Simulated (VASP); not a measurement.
# NaCl in VASP 6.6.1, single-point calculation

INCAR

```
ISIF = 2
ENCUT = 520
IBRION = -1
LCHARG = .FALSE.
NELM = 54
LREAL = .FALSE.
ISMEAR = 0
NSW = 0
GGA = PS
LWAVE = .FALSE.
EDIFF = 1E-7
PREC = Accurate
NBANDS = 14
LASPH = .TRUE.
SIGMA = 0.01
```

KPOINTS

```
KPOINTS created by Atomic Simulation Environment
0
Gamma
8 8 8
0 0 0
```

POSCAR

```
Na Cl
 1.0000000000000000
     2.8026990000000001    0.0000000000000000    2.8026990000000001
    -0.0000000000000000    2.8026990000000001    2.8026990000000001
     2.8026990000000001    2.8026990000000001    0.0000000000000000
 Na  Cl
   1   1
Cartesian
  0.0000000000000000 -0.0000000000000000  0.0000000000000000
  2.8026990000000001  2.8026990000000001  2.8026990000000001
```

The recommended PBE PAW datasets give the neutral cell 14 valence electrons.

Command

```
mpirun -np 1 vasp_std
```

Standard output (part)

```
|     EEEEEEE  RRRRRR   RRRRRR   OOOOOOO  RRRRRR      ###     ###     ###     |
|     E        R     R  R     R  O     O  R     R     ###     ###     ###     |
|     E        R     R  R     R  O     O  R     R     ###     ###     ###     |
|     EEEEE    RRRRRR   RRRRRR   O     O  RRRRRR       #       #       #      |
|     E        R    R   R    R   O     O  R    R      ###     ###     ###     |
|     EEEEEEE  R     R  R     R  OOOOOOO  R     R     ###     ###     ###     |
|     ERROR: the triple product of the basis vectors is negative exchange     |
|     two basis vectors                                                       |
|       ---->  I REFUSE TO CONTINUE WITH THIS SICK JOB ... BYE!!! <----       |
```

VASP stopped before the first electronic step.

The fault: left-handed cell vectors.

The run took about 0.8 s on one core of a shared host (Intel Xeon Platinum 8488C).
